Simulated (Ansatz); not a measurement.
# As, one cell by several methods

```yaml
crystal:
  lattice:
    - [1.97117, 1.19258, 3.54507]
    - [-1.78833, 1.11739, 3.46988]
    - [0.02630, -2.10083, 3.44236]
  atoms:
    - { symbol: As, position: [0.22754, 0.22754, 0.22754] }
    - { symbol: As, position: [0.77246, 0.77246, 0.77246] }
```

Atoms are numbered in the order listed.

The conventional cell has a = 3.695 Å, b = 3.761 Å, c = 4.033 Å, α = 89.25°, β = 63.22°, γ = 61.75°. Around As (atom 1) lie 3 As at 2.49 to 2.56 Å.

The cell is a measured one (Crystallography Open Database entry 9009651); the temperature and pressure of the measurement aren't taken into account, and nothing was relaxed. The listed cell was then made from it by scaling, straining or moving an atom.

Levels of theory: DFT, PBE, PAW with Ansatz's default frozen-core files, scalar-relativistic (Ansatz 0.2.0); DFT, PBE, all-electron PAW with datasets made for the crystal, scalar-relativistic (Ansatz 0.2.0).

For PAW: a Γ-centred 13×13×13 k mesh, Fermi–Dirac smearing of 0.05 eV, cutoff 420 eV, no spin polarisation. The crystal-made all-electron datasets (AE datasets) take a cutoff of 200 eV at this cell. The Ansatz runs share mesh, smearing and spin set-up. Plane-wave (PAW) pressures include the program's estimate of the Pulay term.

Stress and pressure are positive in compression.

The change that made this cell: equal xy, yz and zx engineering shear strains of +4 %.

| quantity | PAW | AE datasets |
| --- | --- | --- |
| pressure (GPa) | 3.74 | 3.74 |
| stress xx (GPa) | 5.24 | 5.25 |
| stress yy (GPa) | 2.77 | 2.77 |
| stress zz (GPa) | 3.20 | 3.21 |
| stress yz (GPa) | -2.94 | -2.94 |
| stress xz (GPa) | -1.63 | -1.63 |
| stress xy (GPa) | -0.57 | -0.57 |
| force on As1, y (eV/Å) | -0.271 | -0.271 |

PAW's pressure differs from the AE datasets value by about 0.01 GPa or less.
